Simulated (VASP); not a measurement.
Here is a VASP 6.6.1 calculation.

File INCAR:

```
SYSTEM = ZnS
  PREC = Accurate
  ENCUT = 500
  EDIFF = 1E-6
  ISMEAR = -1
  SIGMA = 0.05
  LREAL = .FALSE.
  LASPH = .TRUE.
  NELM = 80
  ALGO = Fast
  ISIF = 2
  LWAVE = .FALSE.
  LCHARG = .FALSE.
  GGA = PE
```

File KPOINTS:

```
regular mesh
0
G
  8 8 3
  0 0 0
```

File POSCAR:

```
ZnS
1.0
    3.8227000000      0.0000000000      0.0000000000
   -1.9113500000      3.3105553110      0.0000000000
    0.0000000000      0.0000000000     12.5200000000
Zn S
4 4
Direct
    0.6666666667      0.3333333333      0.7500000000
    0.3333333333      0.6666666667      0.2500000000
    0.0000000000      0.0000000000      0.5000000000
    0.0000000000      0.0000000000      0.0000000000
    0.6666666667      0.3333333333      0.9375000000
    0.3333333333      0.6666666667      0.4375000000
    0.0000000000      0.0000000000      0.6875000000
    0.0000000000      0.0000000000      0.1875000000
```

The input KPOINTS_OPT:

```
path GMKGALHA,LM,KH
10
line-mode
reciprocal
 0.0000000000  0.0000000000  0.0000000000  G
 0.5000000000  0.0000000000  0.0000000000  M

 0.5000000000  0.0000000000  0.0000000000  M
 0.3333333333  0.3333333333  0.0000000000  K

 0.3333333333  0.3333333333  0.0000000000  K
 0.0000000000  0.0000000000  0.0000000000  G

 0.0000000000  0.0000000000  0.0000000000  G
 0.0000000000  0.0000000000  0.5000000000  A

 0.0000000000  0.0000000000  0.5000000000  A
 0.5000000000  0.0000000000  0.5000000000  L

 0.5000000000  0.0000000000  0.5000000000  L
 0.3333333333  0.3333333333  0.5000000000  H

 0.3333333333  0.3333333333  0.5000000000  H
 0.0000000000  0.0000000000  0.5000000000  A

 0.5000000000  0.0000000000  0.5000000000  L
 0.5000000000  0.0000000000  0.0000000000  M

 0.3333333333  0.3333333333  0.0000000000  K
 0.3333333333  0.3333333333  0.5000000000  H
```

Potentials or basis: VASP PAW PBE potentials, release 54 (Zn, S).

Launch:

```sh
$ cat potpaw_PBE.54/Zn/POTCAR potpaw_PBE.54/S/POTCAR > POTCAR
$ mpirun -np 1 vasp_std > vasp.out
```

(1) Predict the band gap on the k mesh.

(2) Estimate the band gap along the path.

(3) What does it give for the pressure?

Answers

(1) 2.13 eV, direct.

(2) 2.13 eV, direct.

(3) 1.6 GPa.

**The experiment to reproduce.**

A printed reference work, monograph reports, for a bulk crystal of ZnS at 4 K: band gap 3.911 eV (direct).

Measured gap of ZnS: 3.911 eV (direct; 4 K; a printed reference work, monograph). This calculation gives 2.13 eV (-1.78 eV). The value is that of PBE, without temperature or zero-point motion. Semilocal functionals fall short of measured gaps as a rule.
